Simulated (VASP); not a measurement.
# SiSe (P-6m2) in VASP: settings compared

One crystal, SiSe, is run at these levels: PBE0(alpha), PBE; tasks: single point, atomic charges.

Program: VASP 6.6.1. These are calculated values, not measurements. Logs are shortened: lines on timing, memory, paths and dates and some standing lists are left out, and cuts for length are marked.

## Step 1: Starting point

Symmetry: P-6m2, No. 187, hexagonal system. Conventional cell: a = 3.595 Å, b = 3.595 Å, c = 3.599 Å, α = 90.00°, β = 90.00°, γ = 120.00°. Si (site symmetry -6m2) is surrounded by 6 Se at 2.75 Å. Se (site symmetry -6m2) has 6 Si at 2.75 Å as nearest neighbours.

The cell was built by a generator and needn't be a form met in nature.

## Step 2: Single point, PBE0(alpha)

POSCAR reads:

```
SiSe
1.0
    3.5952000000      0.0000000000      0.0000000000
   -1.7976000000      3.1135300000      0.0000000000
    0.0000000000      0.0000000000      3.5987300000
Si Se
1 1
Direct
    0.6666700000      0.3333300000      0.5000000000
    0.0000000000      0.0000000000      0.0000000000
```

INCAR.step1 reads:

```
SYSTEM = SiSe
  ALGO = Normal
  EDIFF = 1E-5
  ENCUT = 520
  GGA = PE
  ISIF = 2
  ISMEAR = -1
  LASPH = .TRUE.
  LREAL = .FALSE.
  LWAVE = .TRUE.
  NELM = 80
  PREC = Accurate
  SIGMA = 0.05
```

INCAR.step2 reads:

```
SYSTEM = SiSe
  AEXX = 0.4
  ALGO = Normal
  EDIFF = 1E-7
  ENCUT = 520
  GGA = PE
  HFRCUT = -1
  ISIF = 2
  ISMEAR = -1
  ISTART = 1
  LASPH = .TRUE.
  LCHARG = .FALSE.
  LHFCALC = .TRUE.
  LREAL = .FALSE.
  LWAVE = .FALSE.
  NELM = 80
  PREC = Accurate
  PRECFOCK = Fast
  SIGMA = 0.05
```

KPOINTS reads:

```
k-points
0
G
  5 5 4
  0 0 0
```

Potentials or basis: VASP PAW PBE potentials, release 64 (Si, Se).

Started as:

```console
cat potpaw_PBE.64/Si/POTCAR potpaw_PBE.64/Se/POTCAR > POTCAR
cp INCAR.step1 INCAR
mpirun -np 1 vasp_std > vasp.out
cp INCAR.step2 INCAR
mpirun -np 1 vasp_std > vasp.out
```

OUTCAR:

```text
SYSTEM = SiSe
   AEXX = 0.4
   EDIFF = 1E-7
   ENCUT = 520
   GGA = PE
   ISIF = 2
   ISMEAR = -1
   ISTART = 1
   LASPH = .TRUE.
   LHFCALC = .TRUE.
   LREAL = .FALSE.
   NELM = 80
   PREC = Accurate
   PRECFOCK = Fast

 ion  position               nearest neighbor table
   1  0.667  0.333  0.500-   2 2.75   2 2.75   2 2.75   2 2.75   2 2.75   2 2.75
   2  0.000  0.000  0.000-   1 2.75   1 2.75   1 2.75   1 2.75   1 2.75   1 2.75

  LATTYP: Found a hexagonal cell.
 ALAT       =     3.5952000000
 C/A-ratio  =     1.0009818647

  Lattice vectors:

 A1 = (   3.5952000000,   0.0000000000,   0.0000000000)
 A2 = (  -1.7976000000,   3.1135300000,   0.0000000000)
 A3 = (   0.0000000000,   0.0000000000,   3.5987300000)

Analysis of symmetry for initial positions (statically):
=====================================================================
 Subroutine PRICEL returns:
 Original cell was already a primitive cell.

 Routine SETGRP: Setting up the symmetry group for a
 hexagonal supercell.

 Subroutine GETGRP returns: Found  4 space group operations
 (whereof  4 operations were pure point group operations)
 out of a pool of 24 trial point group operations.

The static configuration has the point symmetry C_2v.

Analysis of symmetry for dynamics (positions and initial velocities):
=====================================================================
 Subroutine PRICEL returns:
 Original cell was already a primitive cell.

 Routine SETGRP: Setting up the symmetry group for a
 hexagonal supercell.

 Subroutine GETGRP returns: Found  4 space group operations
 (whereof  4 operations were pure point group operations)
 out of a pool of 24 trial point group operations.

The dynamic configuration has the point symmetry C_2v.

 Subroutine INISYM returns: Found  4 space group operations
 (whereof  4 operations are pure point group operations),
 and found     1 'primitive' translations

----------------------------------------------------------------------------------------

                                     Primitive cell

  volume of cell :      40.2833

  direct lattice vectors                    reciprocal lattice vectors
     3.595200000  0.000000000  0.000000000     0.278148643  0.160589427  0.000000000
    -1.797600000  3.113530000  0.000000000     0.000000000  0.321178855  0.000000000
     0.000000000  0.000000000  3.598730000     0.000000000  0.000000000  0.277875806

  length of vectors
     3.595200000  3.595196075  3.598730000     0.321178504  0.321178855  0.277875806

  position of ions in fractional coordinates (direct lattice)
     0.666670000  0.333330000  0.500000000
     0.000000000  0.000000000  0.000000000

  ion indices of the primitive-cell ions
   primitive index   ion index
                 1           1
                 2           2

----------------------------------------------------------------------------------------

 KPOINTS: k-points

Automatic generation of k-mesh.
 Grid dimensions read from file:
 generate k-points for:    5    5    4

 Generating k-lattice:

  Cartesian coordinates                     Fractional coordinates (reciprocal lattice)
     0.055629729  0.032117885  0.000000000     0.200000000  0.000000000  0.000000000
     0.000000000  0.064235771  0.000000000     0.000000000  0.200000000  0.000000000
     0.000000000  0.000000000  0.069468952     0.000000000  0.000000000  0.250000000

  Length of vectors
     0.064235701  0.064235771  0.069468952

  Shift w.r.t. Gamma in fractional coordinates (k-lattice)
     0.000000000  0.000000000  0.000000000

 Subroutine IBZKPT returns following result:
 ===========================================

 Found     27 irreducible k-points:

 Following reciprocal coordinates:
            Coordinates               Weight
  0.000000  0.000000  0.000000      1.000000
  0.200000 -0.000000  0.000000      4.000000
 -0.200000  0.200000  0.000000      2.000000
  0.400000 -0.000000  0.000000      4.000000
 -0.400000  0.400000  0.000000      2.000000
  0.200000  0.200000  0.000000      2.000000
[... 16 lines left out ...]
 -0.400000  0.400000  0.500000      2.000000
  0.200000  0.200000  0.500000      2.000000
 [... further k-points ...]
   k-points           NKPTS =     27   k-points in BZ     NKDIM =    100   number of bands    NBANDS=      9
   number of dos      NEDOS =    301   number of ions     NIONS =      2
   total plane-waves  NPLWV =  21952
   dimension x,y,z NGX =    28 NGY =   28 NGZ =   28
   dimension x,y,z NGXF=    56 NGYF=   56 NGZF=   56
   ions per type =               1   1
   NGX,Y,Z   is equivalent  to a cutoff of  12.95, 12.95, 12.93 a.u.
   NGXF,Y,Z  is equivalent  to a cutoff of  25.90, 25.90, 25.87 a.u.
 SYSTEM =  SiSe
   PREC   = accura    normal or accurate (medium, high low for compatibility)
   ISTART =      1    job   : 0-new  1-cont  2-samecut
   ICHARG =      0    charge: 1-file 2-atom 10-const
   ISPIN  =      1    spin polarized calculation?
   LNONCOLLINEAR =      F non collinear calculations
   LSORBIT =      F    spin-orbit coupling
   LASPH  =      T    aspherical Exc in radial PAW
   ENCUT  =  520.0 eV  38.22 Ry    6.18 a.u.   6.68  6.68  6.69*2*pi/ulx,y,z
   NELM   =     80;   NELMIN=  2; NELMDL=  0     # of ELM steps
   EDIFF  = 0.1E-06   stopping-criterion for ELM
   LREAL  =      F    real-space projection
   EDIFFG = 0.1E-05   stopping-criterion for IOM
   NSW    =      0    number of steps for IOM
   IBRION =     -1    ionic relax: 0-MD 1-quasi-New 2-CG
   NFREE  =      0    steps in history (QN), initial steepest desc. (CG)
   ISIF   =      2    stress and relaxation
   ISYM   =      3    0-nonsym 1-usesym 2-fastsym
   POTIM  = 0.5000    time-step for ionic-motion
   TEBEG  =    0.0;   TEEND  =   0.0 temperature during run
   PSTRESS=    0.0 pullay stress
   NELECT =      10.0000    total number of electrons
   NUPDOWN=      -1.0000    fix difference up-down
   EMIN   =  10.00;   EMAX   =-10.00  energy-range for DOS
   EFERMI =   0.00;   METHOD = LEGACY
   ISMEAR =    -1;   SIGMA  =   0.05  broadening in eV -4-tet -1-fermi 0-gaus
   EFERMI_NEDOS =   21; number of points for ismear=-14 and -15
   IALGO  =     38    algorithm
   IMIX   =      1    mixing-type and parameters
     AMIX     =   0.40;   BMIX     =  1.00
     AMIX_MAG =   1.60;   BMIX_MAG =  1.00
  volume/ion in A,a.u.               =      20.14       135.92
  Fermi-wavevector in a.u.,A,eV,Ry     =   1.028884  1.944309 14.403156  1.058602
  Thomas-Fermi vector in A             =   2.162903
   LORBIT       =      0    0 simple, 1 ext, 2 COOP (PROOUT), +10 PAW based schemes
   GGA     = PE    functional components
   LHFCALC =     T    Hartree Fock is set to
   PRECFOCK=fast      Normal, Fast or Accurate (Low or Medium for compatibility)
   ENCUT4O =  -1.0   cutoff for four orbital integrals eV
   NKREDX  =     1    reduce k-point grid by
   NKREDY  =     1    reduce k-point grid by
   NKREDZ  =     1    reduce k-point grid by
   AEXX    =    0.4000 exact exchange contribution
   HFSCREEN=    0.0000 screening length (either q_TF or 0.3 A-1)
   HFSCREENC=   0.0000 screening length for correlation (either q_TF or 0.3 A-1)
   ENCUTFOCK=  -1.0 apply spherical cutoff to Coloumb kernel
   IVDW    =     0    specifies the selected vdW correction
   LEPSILON=     F    determine dielectric tensor
   LRPA    =     F    only Hartree local field effects (RPA)
 non-spin polarized calculation
  energy-cutoff  :      520.00
  volume of cell :       40.28
 maximum number of plane-waves:      1097
  NGX = 16; NGY = 16; NGZ = 16

 number of electron      10.0000000 magnetization

 Free energy of the ion-electron system (eV)
  ---------------------------------------------------
  ext. energy  EPLUGINS =         0.00000000
  ---------------------------------------------------
  free energy    TOTEN  =       -12.65711988 eV

  energy without entropy =      -12.65367781  energy(sigma->0) =      -12.65539885

 E-fermi :   6.4938     XC(G=0):  -6.7248

 val. band max:        5.7540994664   @ k =   0.4000   0.4000   0.0000
 cond. band min:       6.6133477283   @ k =  -0.2000   0.2000   0.2500
 fundamental gap:      0.8592482619
 Fermi energy:         6.4937638064

 k-point     1 :       0.0000    0.0000    0.0000
  band No.  band energies     occupation
      1     -12.7856      2.00000
      2      -0.3224      2.00000
      3       0.6635      2.00000
      4       2.8483      2.00000
      5       2.8485      2.00000
      6      10.2387      0.00000
      7      10.2388      0.00000
      8      10.7528      0.00000
      9      14.7890      0.00000

 k-point     2 :       0.2000   -0.0000    0.0000
  band No.  band energies     occupation
      1     -12.3216      2.00000
      2      -2.0954      2.00000
      3       1.2687      2.00000
      4       2.0553      2.00000
      5       3.0063      2.00000
      6       8.9501      0.00000
      7      11.6608      0.00000
      8      12.5928      0.00000
      9      13.0441      0.00000

 k-point     3 :      -0.2000    0.2000    0.0000
  band No.  band energies     occupation
      1     -12.3216      2.00000
      2      -2.0955      2.00000
      3       1.2687      2.00000
      4       2.0553      2.00000
      5       3.0063      2.00000
      6       8.9501      0.00000
      7      11.6607      0.00000
      8      12.5927      0.00000
      9      13.0442      0.00000

 k-point     4 :       0.4000   -0.0000    0.0000
  band No.  band energies     occupation
      1     -11.2190      2.00000
      2      -4.9026      2.00000
      3       1.1029      2.00000
      4       2.5250      2.00000
      5       3.3061      2.00000
      6       8.6792      0.00000
      7       9.5999      0.00000
      8      11.6102      0.00000
      9      13.1555      0.00000

 k-point     5 :      -0.4000    0.4000    0.0000
  band No.  band energies     occupation
      1     -11.2189      2.00000
      2      -4.9027      2.00000
      3       1.1029      2.00000
      4       2.5250      2.00000
      5       3.3061      2.00000
      6       8.6792      0.00000
      7       9.5998      0.00000
      8      11.6102      0.00000
      9      13.1554      0.00000

 k-point     6 :       0.2000    0.2000    0.0000
  band No.  band energies     occupation
      1     -11.4948      2.00000
      2      -4.0473      2.00000
      3      -0.0822      2.00000
      4       2.1739      2.00000
      5       4.3766      2.00000
      6       9.3391      0.00000
      7      10.3409      0.00000
      8      11.6594      0.00000
      9      13.7813      0.00000
[... 169 lines left out ...]
 k-point    21 :      -0.2000    0.2000    0.5000
  band No.  band energies     occupation
      1     -11.0078      2.00000
      2      -6.0680      2.00000
      3       1.2832      2.00000
      4       3.5797      2.00000
      5       4.2297      2.00000
      6       8.9327      0.00000
      7      10.4746      0.00000
      8      10.8423      0.00000
      9      14.8872      0.00000

 k-point    22 :       0.4000   -0.0000    0.5000
  band No.  band energies     occupation
      1     -10.1705      2.00000
      2      -4.2491      2.00000
      3      -1.6843      2.00000
      4      -0.1346      2.00000
      5       2.8543      2.00000
      6       7.9249      0.00000
      7       9.8322      0.00000
      8       9.9726      0.00000
      9      18.1495      0.00000

 k-point    23 :      -0.4000    0.4000    0.5000
  band No.  band energies     occupation
      1     -10.1705      2.00000
      2      -4.2490      2.00000
      3      -1.6844      2.00000
      4      -0.1347      2.00000
      5       2.8543      2.00000
      6       7.9249      0.00000
      7       9.8322      0.00000
      8       9.9727      0.00000
      9      18.1495      0.00000

 k-point    24 :       0.2000    0.2000    0.5000
  band No.  band energies     occupation
      1     -10.3748      2.00000
      2      -4.8105      2.00000
      3      -0.8047      2.00000
      4       1.2402      2.00000
      5       2.0539      2.00000
      6       5.3368      2.00000
      7      11.9271      0.00000
      8      12.8435      0.00000
      9      15.3375      0.00000

 [... further k-points ...]
[... 5 lines left out ...]
  --------------------------------------------------------------------------------------
  -------------------------------------------------------------------------------------
  Total       -1.1336706     -1.1335108     -1.3976837      0.0001355      0.0000000      0.0000000
  in kB      -45.0891559    -45.0828008    -55.5896708      0.0053901      0.0000000      0.0000000
  external PRESSURE =     -48.5872092 kB  Pullay stress =       0.0000000 kB

 VOLUME and BASIS-vectors are now :
 -----------------------------------------------------------------------------
  energy-cutoff  :      520.00
  volume of cell :       40.28
      direct lattice vectors                 reciprocal lattice vectors
     3.595200000  0.000000000  0.000000000     0.278148643  0.160589427  0.000000000
    -1.797600000  3.113530000  0.000000000     0.000000000  0.321178855  0.000000000
     0.000000000  0.000000000  3.598730000     0.000000000  0.000000000  0.277875806

 POSITION                                       TOTAL-FORCE (eV/Angst)
 -----------------------------------------------------------------------------------
      1.79762      1.03783      1.79937        -0.000021      0.000012      0.000000
      0.00000      0.00000      0.00000         0.000021     -0.000012      0.000000
 -----------------------------------------------------------------------------------
    total drift:                                0.000004      0.000009      0.000000

  FREE ENERGIE OF THE ION-ELECTRON SYSTEM (eV)
  ---------------------------------------------------
  free  energy   TOTEN  =       -12.6571198789 eV

  energy  without entropy=      -12.6536778149  energy(sigma->0) =      -12.65539885
```

Wall time 1.7 min (1 thread of Intel Xeon 6975P-C (Granite Rapids), shared host); peak memory 0.16 GiB.

Results:

```yaml
Free_energy: -12.6571 eV
Pressure: -4.9 GPa
Band_gap_on_the_k_mesh: none (metal or under the smearing width)
```

Caveat: the k mesh is coarse (spacing up to 0.44 Å⁻¹), so the values aren't converged, least of all with exact exchange; the PAW data sets were made with another functional, which shifts forces and pressure a little.

## Step 3: Single point, PBE0(alpha)

POSCAR is that of step 2.

INCAR.step1 is that of step 2.

INCAR.step2: that of step 2 with these lines changed.

```diff
@@ -1,3 +1,3 @@
 SYSTEM = SiSe
-  AEXX = 0.4
+  AEXX = 0.5
   ALGO = Normal
```

KPOINTS is that of step 2.

Potentials or basis: VASP PAW PBE potentials, release 64 (Si, Se).

Started as:

```console
cat potpaw_PBE.64/Si/POTCAR potpaw_PBE.64/Se/POTCAR > POTCAR
cp INCAR.step1 INCAR
mpirun -np 1 vasp_std > vasp.out
cp INCAR.step2 INCAR
mpirun -np 1 vasp_std > vasp.out
```

Run time: 3.3 min. Hardware: 1 thread of Intel Xeon 6975P-C (Granite Rapids), shared host; peak memory 0.16 GiB.

Results (log left out):

```yaml
Free_energy: -13.7303 eV
Pressure: -5.8 GPa
Largest_force: 0.007 eV/Å
Band_gap_on_the_k_mesh: none (metal or under the smearing width)
```

Forces on the atoms (eV/Å):
```
Si   0.006 -0.003  0.000
Se  -0.006  0.003  0.000
```

Stress tensor (GPa, compression positive):
```
-5.43  0.10  0.00
 0.10 -5.32  0.00
 0.00  0.00 -6.77
```

Levels at points of the mesh, in eV from the Fermi level:
| k point | band 1 | band 2 | band 3 | band 4 | band 5 | band 6 | band 7 | band 8 | band 9 |
| --- | --- | --- | --- | --- | --- | --- | --- | --- | --- |
| (0.00, 0.00, 0.00) | -20.14 | -7.19 | -6.22 | -3.97 | -3.97 | 4.11 | 4.11 | 4.60 | 8.83 |
| (0.00, 0.00, 0.50) | -18.69 | -13.93 | -2.68 | -2.67 | 2.55 | 2.58 | 3.79 | 3.79 | 9.02 |

Caveat: the k mesh is coarse (spacing up to 0.44 Å⁻¹), so the values aren't converged, least of all with exact exchange; the PAW data sets were made with another functional, which shifts forces and pressure a little.

## Step 4: Atomic charges, PBE

INCAR reads:

```
SYSTEM = SiSe
  ALGO = Normal
  EDIFF = 1E-6
  ENCUT = 520
  GGA = PE
  ISIF = 2
  ISMEAR = 0
  LASPH = .True.
  LCHARG = .True.
  LELF = .True.
  LORBIT = 11
  LREAL = .False.
  LVHAR = .True.
  LWAVE = .False.
  NELM = 60
  PREC = Accurate
  SIGMA = 0.02
```

KPOINTS reads:

```
k-points
0
Gamma
  9 9 7
  0 0 0
```

POSCAR is that of step 3.

Started as:

```console
cat potpaw_PBE.64/Si/POTCAR potpaw_PBE.64/Se/POTCAR > POTCAR
mpirun -np 1 vasp_std > vasp.out
```

It took 15 s on 1 thread of AMD EPYC 9R45 (Zen 5), shared host; peak memory 0.15 GiB.

The run converged. Its results:

| Quantity | Value |
| --- | --- |
| Free energy | -8.4048 eV |
| Pressure | 0.6 GPa |
| Band gap on the k mesh | none (metal or under the smearing width) |
| Valence electrons inside the program's atomic spheres | Si 1.49; Se 3.78 |

Stress tensor (GPa, compression positive):
```
0.27 0.00 0.00
0.00 0.27 0.00
0.00 0.00 1.11
```

Levels at points of the mesh, in eV from the Fermi level:
```tsv
k point	band 2	band 3	band 4	band 5	band 6	band 7	band 8	band 9
(0.00, 0.00, 0.00)	-4.76	-3.71	-1.81	-1.81	2.84	2.84	3.46	6.71
```

## Step 5: The reference run

An earlier run on the cell as given: functional PBE; potentials or basis VASP PAW PBE potentials, release 64 (Si, Se); cutoff 520 eV; k mesh 9 × 9 × 7; occupations fermi-dirac, width 0.05 eV; no spin polarisation.

- Pressure: 0.4 GPa
- Band gap on the k mesh: none (metal or under the smearing width)

## Step 6: The runs side by side

| task | level | k mesh | smearing | share of exact exchange | grid for exact exchange (PRECFOCK) | exchange at q = 0 | mesh quality | gap on the mesh (eV) | pressure (GPa) |
| --- | --- | --- | --- | --- | --- | --- | --- | --- | --- |
| single point | PBE0(alpha) | 5 × 5 × 4 | fermi-dirac 0.05 eV | 0.4 | Fast | truncated | coarse | none | -4.9 |
| single point | PBE0(alpha) | 5 × 5 × 4 | fermi-dirac 0.05 eV | 0.5 | Fast | truncated | coarse | none | -5.8 |
| atomic charges | PBE | 9 × 9 × 7 | gaussian 0.02 eV | - | - | - | not flagged | none | 0.6 |
| single point | PBE | 9 × 9 × 7 | fermi-dirac 0.05 eV | - | - | - | not flagged | none | 0.4 |

Alike in all rows: potentials or basis VASP PAW PBE potentials, release 64 (Si, Se); no spin polarisation; cell as given; cutoff (eV) 520.

Caveats: some runs use coarse meshes; the PAW data sets were made with another functional, which shifts forces and pressure a little (some runs).

Total energies depend on the potentials used, so only differences within one code and one set of settings carry meaning.
